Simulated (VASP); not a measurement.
# Pt (Fm-3m) in VASP: density of states with PBE

Aim: the density of states of Pt with PBE.

Program: VASP 6.6.1. These are calculated values, not measurements. Logs are shortened: lines on timing, memory, paths and dates and some standing lists are left out, and cuts for length are marked.

**1. Starting point**

It takes space group Fm-3m (No. 225, cubic). Conventional cell: a = 3.968 Å, b = 3.968 Å, c = 3.968 Å, α = 90.00°, β = 90.00°, γ = 90.00°. Pt (site symmetry m-3m) is surrounded by 12 Pt at 2.81 Å.

**2. Density of states, PBE**

File POSCAR:

```
Pt                                      
1.0
    0.0000000000      1.9841445908      1.9841445908
    1.9841445908      0.0000000000      1.9841445908
    1.9841445908      1.9841445908      0.0000000000
  Pt            
     1
Direct
     0.0000000000000000    0.0000000000000000    0.0000000000000000
```

File INCAR.step1:

```
SYSTEM = Pt
ALGO = Normal
EDIFF = 1E-7
ENCUT = 520
GGA = PE
ISIF = 2
ISMEAR = 0
LASPH = .True.
LCHARG = .True.
LMAXMIX = 4
LREAL = .False.
LWAVE = .False.
NBANDS = 11
NELM = 80
PREC = Accurate
SIGMA = 0.1
```

File KPOINTS.step1:

```
k-points
0
Gamma
  12 12 12
  0 0 0
```

File INCAR.step2:

```
SYSTEM = Pt
ALGO = Normal
EDIFF = 1E-7
ENCUT = 520
GGA = PE
ICHARG = 11
ISIF = 2
ISMEAR = -5
LASPH = .True.
LCHARG = .False.
LMAXMIX = 4
LORBIT = 10
LREAL = .False.
LWAVE = .False.
NBANDS = 11
NEDOS = 1001
NELM = 80
PREC = Accurate
SIGMA = 0.1
```

File KPOINTS.step2:

```
k-points
0
Gamma
  18 18 18
  0 0 0
```

Potentials or basis: VASP PAW PBE potentials, release 64 (Pt).

Run with:

```sh
$ cat potpaw_PBE.64/Pt/POTCAR > POTCAR
$ cp INCAR.step1 INCAR
$ cp KPOINTS.step1 KPOINTS
$ mpirun -np 1 vasp_std > vasp.out
$ cp INCAR.step2 INCAR
$ cp KPOINTS.step2 KPOINTS
$ mpirun -np 1 vasp_std > vasp.out
```

OUTCAR:

```text
SYSTEM = Pt
   EDIFF = 1E-7
   ENCUT = 520
   GGA = PE
   ICHARG = 11
   ISIF = 2
   ISMEAR = -5
   LASPH = .True.
   LORBIT = 10
   LREAL = .False.
   NELM = 80
   PREC = Accurate

 ion  position               nearest neighbor table
   1  0.000  0.000  0.000-

  LATTYP: Found a face centered cubic cell.
 ALAT       =     3.9682891816

  Lattice vectors:

 A1 = (   0.0000000000,   1.9841445908,   1.9841445908)
 A2 = (   1.9841445908,   0.0000000000,   1.9841445908)
 A3 = (   1.9841445908,   1.9841445908,   0.0000000000)

Analysis of symmetry for initial positions (statically):
=====================================================================
 Subroutine PRICEL returns:
 Original cell was already a primitive cell.

 Routine SETGRP: Setting up the symmetry group for a
 face centered cubic supercell.

 Subroutine GETGRP returns: Found 48 space group operations
 (whereof 48 operations were pure point group operations)
 out of a pool of 48 trial point group operations.

The static configuration has the point symmetry O_h .

Analysis of symmetry for dynamics (positions and initial velocities):
=====================================================================
 Subroutine PRICEL returns:
 Original cell was already a primitive cell.

 Routine SETGRP: Setting up the symmetry group for a
 face centered cubic supercell.

 Subroutine GETGRP returns: Found 48 space group operations
 (whereof 48 operations were pure point group operations)
 out of a pool of 48 trial point group operations.

The dynamic configuration has the point symmetry O_h .

 Subroutine INISYM returns: Found 48 space group operations
 (whereof 48 operations are pure point group operations),
 and found     1 'primitive' translations

----------------------------------------------------------------------------------------

                                     Primitive cell

  volume of cell :      15.6225

  direct lattice vectors                    reciprocal lattice vectors
     0.000000000  1.984144591  1.984144591    -0.251997764  0.251997764  0.251997764
     1.984144591  0.000000000  1.984144591     0.251997764 -0.251997764  0.251997764
     1.984144591  1.984144591  0.000000000     0.251997764  0.251997764 -0.251997764

  length of vectors
     2.806004190  2.806004190  2.806004190     0.436472930  0.436472930  0.436472930

  position of ions in fractional coordinates (direct lattice)
     0.000000000  0.000000000  0.000000000

  ion indices of the primitive-cell ions
   primitive index   ion index
                 1           1

----------------------------------------------------------------------------------------

 KPOINTS: k-points

Automatic generation of k-mesh.
 Grid dimensions read from file:
 generate k-points for:   18   18   18

 Generating k-lattice:

  Cartesian coordinates                     Fractional coordinates (reciprocal lattice)
    -0.013999876  0.013999876  0.013999876     0.055555556  0.000000000  0.000000000
     0.013999876 -0.013999876  0.013999876     0.000000000  0.055555556  0.000000000
     0.013999876  0.013999876 -0.013999876     0.000000000  0.000000000  0.055555556

  Length of vectors
     0.024248496  0.024248496  0.024248496

  Shift w.r.t. Gamma in fractional coordinates (k-lattice)
     0.000000000  0.000000000  0.000000000

 TETIRR: Found    806 inequivalent tetrahedra from    34992

 Subroutine IBZKPT returns following result:
 ===========================================

 Found    195 irreducible k-points:

 Following reciprocal coordinates:
            Coordinates               Weight
  0.000000  0.000000  0.000000      1.000000
  0.055556  0.000000  0.000000      8.000000
  0.111111  0.000000  0.000000      8.000000
  0.166667  0.000000  0.000000      8.000000
  0.222222  0.000000  0.000000      8.000000
  0.277778  0.000000  0.000000      8.000000
[... 16 lines left out ...]
 -0.277778  0.055556  0.000000     24.000000
 -0.222222  0.055556  0.000000     24.000000
 [... further k-points ...]
   k-points           NKPTS =    195   k-points in BZ     NKDIM =    195   number of bands    NBANDS=     11
   number of dos      NEDOS =   1001   number of ions     NIONS =      1
   total plane-waves  NPLWV =  13824
   dimension x,y,z NGX =    24 NGY =   24 NGZ =   24
   dimension x,y,z NGXF=    48 NGYF=   48 NGZF=   48
   ions per type =               1
   NGX,Y,Z   is equivalent  to a cutoff of  14.22, 14.22, 14.22 a.u.
   NGXF,Y,Z  is equivalent  to a cutoff of  28.44, 28.44, 28.44 a.u.
 SYSTEM =  Pt
   PREC   = accura    normal or accurate (medium, high low for compatibility)
   ISTART =      0    job   : 0-new  1-cont  2-samecut
   ICHARG =     11    charge: 1-file 2-atom 10-const
   ISPIN  =      1    spin polarized calculation?
   LNONCOLLINEAR =      F non collinear calculations
   LSORBIT =      F    spin-orbit coupling
   LASPH  =      T    aspherical Exc in radial PAW
   ENCUT  =  520.0 eV  38.22 Ry    6.18 a.u.   5.22  5.22  5.22*2*pi/ulx,y,z
   NELM   =     80;   NELMIN=  2; NELMDL=  0     # of ELM steps
   EDIFF  = 0.1E-06   stopping-criterion for ELM
   LREAL  =      F    real-space projection
   EDIFFG = 0.1E-05   stopping-criterion for IOM
   NSW    =      0    number of steps for IOM
   IBRION =     -1    ionic relax: 0-MD 1-quasi-New 2-CG
   NFREE  =      0    steps in history (QN), initial steepest desc. (CG)
   ISIF   =      2    stress and relaxation
   ISYM   =      2    0-nonsym 1-usesym 2-fastsym
   POTIM  = 0.5000    time-step for ionic-motion
   TEBEG  =    0.0;   TEEND  =   0.0 temperature during run
   PSTRESS=    0.0 pullay stress
   NELECT =      10.0000    total number of electrons
   NUPDOWN=      -1.0000    fix difference up-down
   EMIN   =  10.00;   EMAX   =-10.00  energy-range for DOS
   EFERMI =   0.00;   METHOD = LEGACY
   ISMEAR =    -5;   SIGMA  =   0.10  broadening in eV -4-tet -1-fermi 0-gaus
   EFERMI_NEDOS =   21; number of points for ismear=-14 and -15
   IALGO  =     38    algorithm
   IMIX   =      4    mixing-type and parameters
     AMIX     =   0.40;   BMIX     =  1.00
     AMIX_MAG =   1.60;   BMIX_MAG =  1.00
  volume/ion in A,a.u.               =      15.62       105.43
  Fermi-wavevector in a.u.,A,eV,Ry     =   1.410885  2.666185 27.083697  1.990596
  Thomas-Fermi vector in A             =   2.532793
   LORBIT       =     10    0 simple, 1 ext, 2 COOP (PROOUT), +10 PAW based schemes
   GGA     = PE    functional components
   LHFCALC =     F    Hartree Fock is set to
   AEXX    =    0.0000 exact exchange contribution
   IVDW    =     0    specifies the selected vdW correction
   LEPSILON=     F    determine dielectric tensor
   LRPA    =     F    only Hartree local field effects (RPA)
 non-spin polarized calculation
 Fermi weights with tetrahedron method with Bloechl corrections
  energy-cutoff  :      520.00
  volume of cell :       15.62
 maximum number of plane-waves:       444
 NGX is ok and might be reduce to    24

 number of electron      10.0000002 magnetization

 Free energy of the ion-electron system (eV)
  ---------------------------------------------------
  ext. energy  EPLUGINS =         0.00000000
  ---------------------------------------------------
  free energy    TOTEN  =        -6.09667506 eV

  energy without entropy =       -6.09667506  energy(sigma->0) =       -6.09667506

 E-fermi :  10.5862     XC(G=0): -13.2775

 val. band max:       10.6215900390   @ k =   0.4444   0.1111   0.0000
 cond. band min:      10.4052546976   @ k =   0.3889   0.3889   0.0000
 fundamental gap:     -0.2163353414
 Fermi energy:        10.5861559018

 k-point     1 :       0.0000    0.0000    0.0000
  band No.  band energies     occupation
      1       0.7740      2.00000
      2       7.0301      2.00000
      3       7.0301      2.00000
      4       7.0301      2.00000
      5       9.0643      2.00000
      6       9.0643      2.00000
      7      25.3301      0.00000
      8      30.0980      0.00000
      9      30.0980      0.00000
     10      30.0980      0.00000
     11      35.3119      0.00000

 k-point     2 :       0.0556    0.0000    0.0000
  band No.  band energies     occupation
      1       0.8943      2.00000
      2       6.9776      2.00000
      3       7.0775      2.00000
      4       7.0775      2.00000
      5       9.0382      2.00000
      6       9.0382      2.00000
      7      25.5131      0.00000
      8      29.4316      0.00000
      9      30.2783      0.00000
     10      30.2783      0.00000
     11      36.0278      0.00000

 k-point     3 :       0.1111    0.0000    0.0000
  band No.  band energies     occupation
      1       1.2447      2.00000
      2       6.8424      2.00000
      3       7.2013      2.00000
      4       7.2013      2.00000
      5       8.9826      2.00000
      6       8.9826      2.00000
      7      26.0078      0.00000
      8      28.0308      0.00000
      9      30.8015      0.00000
     10      30.8015      0.00000
     11      36.6660      0.00000
[... 267 lines left out ...]
 k-point    23 :      -0.2778    0.0556    0.0000
  band No.  band energies     occupation
      1       3.3205      2.00000
      2       6.8723      2.00000
      3       7.3006      2.00000
      4       7.3698      2.00000
      5       9.2560      2.00000
      6       9.9450      2.04656
      7      22.1047      0.00000
      8      26.5844      0.00000
      9      30.7641      0.00000
     10      33.5462      0.00000
     11      33.5673      0.00000

 k-point    24 :      -0.2222    0.0556    0.0000
  band No.  band energies     occupation
      1       2.7637      2.00000
      2       6.5665      2.00000
      3       7.4032      2.00000
      4       7.4671      2.00000
      5       8.8879      2.00000
      6       9.5283      2.00000
      7      24.0878      0.00000
      8      27.0703      0.00000
      9      31.2972      0.00000
     10      32.8058      0.00000
     11      34.0119      0.00000

 [... further k-points ...]

------------------------ aborting loop because EDIFF is reached ----------------------------------------

  FORCE on cell =-STRESS in cart. coord.  units (eV):
  Direction    XX          YY          ZZ          XY          YZ          ZX
  --------------------------------------------------------------------------------------
  -------------------------------------------------------------------------------------
  Total       -0.1153335     -0.1153335     -0.1153335      0.0000000      0.0000000     -0.0000000
  in kB      -11.8281300    -11.8281300    -11.8281300      0.0000000      0.0000000     -0.0000000
  external PRESSURE =     -11.8281300 kB  Pullay stress =       0.0000000 kB

 VOLUME and BASIS-vectors are now :
 -----------------------------------------------------------------------------
  energy-cutoff  :      520.00
  volume of cell :       15.62
      direct lattice vectors                 reciprocal lattice vectors
     0.000000000  1.984144591  1.984144591    -0.251997764  0.251997764  0.251997764
     1.984144591  0.000000000  1.984144591     0.251997764 -0.251997764  0.251997764
     1.984144591  1.984144591  0.000000000     0.251997764  0.251997764 -0.251997764

 POSITION                                       TOTAL-FORCE (eV/Angst)
 -----------------------------------------------------------------------------------
      0.00000      0.00000      0.00000         0.000000      0.000000      0.000000
 -----------------------------------------------------------------------------------
    total drift:                               -0.000000      0.000000      0.000000

  FREE ENERGIE OF THE ION-ELECTRON SYSTEM (eV)
  ---------------------------------------------------
  free  energy   TOTEN  =        -6.0966750645 eV

  energy  without entropy=       -6.0966750645  energy(sigma->0) =       -6.09667506

 total charge

# of ion       s       p       d       tot
------------------------------------------
    1        0.620   0.569   8.019   9.208
```

Run time: 11 s. Hardware: 1 thread of Intel Xeon 6975P-C (Granite Rapids), shared host; peak memory 0.16 GiB.

Results:

* Valence electrons inside the program's atomic spheres: Pt 9.21

Levels at points of the mesh, in eV from the Fermi level:
| k point | band 1 | band 2 | band 3 | band 4 | band 5 | band 6 | band 7 | band 8 | band 9 | band 10 |
| --- | --- | --- | --- | --- | --- | --- | --- | --- | --- | --- |
| (0.00, 0.00, 0.00) | -9.81 | -3.56 | -3.56 | -3.56 | -1.52 | -1.52 | 14.74 | 19.51 | 19.51 | 19.51 |
| (0.50, 0.00, 0.00) | -6.95 | -3.61 | -3.61 | -0.32 | 0.05 | 0.05 | 5.59 | 14.30 | 18.75 | 18.75 |
| (0.50, 0.50, 0.00) | -6.68 | -6.24 | 0.02 | 0.48 | 0.48 | 1.86 | 8.52 | 11.30 | 11.30 | 19.73 |

States per cell in windows of 0.5 eV (zero at the Fermi level; states under -8 eV left out):
```tsv
from (eV)	total	Pt1_d	Pt1_p	Pt1_s
-8.0	0.07	0.01	0.01	0.04
-7.5	0.11	0.02	0.01	0.06
-7.0	0.29	0.13	0.02	0.10
-6.5	0.57	0.35	0.03	0.11
-6.0	0.71	0.53	0.03	0.08
-5.5	0.59	0.47	0.03	0.03
-5.0	0.60	0.49	0.05	0.01
-4.5	0.71	0.59	0.04	0.01
-4.0	0.86	0.70	0.07	0.02
-3.5	1.20	1.02	0.08	0.02
-3.0	0.65	0.54	0.05	0.01
-2.5	0.65	0.55	0.04	0.01
-2.0	0.76	0.67	0.04	0.01
-1.5	0.61	0.55	0.02	0.01
-1.0	0.59	0.55	0.02	0.00
-0.5	0.91	0.86	0.01	0.01
0.0	0.59	0.56	0.01	0.01
0.5	0.14	0.11	0.02	0.01
1.0	0.14	0.09	0.02	0.01
1.5	0.14	0.09	0.03	0.02
2.0	0.14	0.08	0.04	0.02
2.5	0.14	0.07	0.04	0.02
3.0	0.15	0.07	0.04	0.02
3.5	0.13	0.05	0.04	0.02
4.0	0.12	0.04	0.04	0.03
4.5	0.12	0.04	0.03	0.03
5.0	0.11	0.03	0.03	0.04
5.5	0.19	0.06	0.03	0.07
6.0	0.15	0.04	0.04	0.05
6.5	0.16	0.04	0.05	0.05
7.0	0.17	0.04	0.06	0.05
7.5	0.18	0.04	0.06	0.05
```

Caveat: tetrahedron occupations give inexact forces and stress in metals.
